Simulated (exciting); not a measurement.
Here is an exciting (release sodium) calculation.

File input.xml:

```xml
<input>
  <title>Sn</title>
  <structure speciespath="./" tshift="false">
    <crystal scale="1">
      <basevect>0.000000000000 6.110132359031 6.110132359031</basevect>
      <basevect>6.110132359031 0.000000000000 6.110132359031</basevect>
      <basevect>6.110132359031 6.110132359031 0.000000000000</basevect>
    </crystal>
    <species speciesfile="Sn.xml" rmt="2.3">
      <atom coord="0.750000000000 0.750000000000 0.750000000000"/>
      <atom coord="0.500000000000 0.500000000000 0.500000000000"/>
    </species>
  </structure>
  <groundstate do="fromscratch" ngridk="7 7 7" rgkmax="9" gmaxvr="14" lmaxapw="10" lmaxmat="10" lmaxvr="8" xctype="GGA_PBE" stype="Gaussian" swidth="0.00040424" nempty="10" ValenceRelativity="iora*" epsengy="1e-05" epspot="1e-05" maxscl="60" tforce="true" outputlevel="normal"/>
</input>
```

Potentials or basis: all-electron LAPW+lo, shipped species files, valence relativity iora*.

The run is started by

```sh
$ OMP_NUM_THREADS=1 exciting_smp
```

(1) Predict the band gap on the k mesh.

Results:

(1) none (metal or under the smearing width).
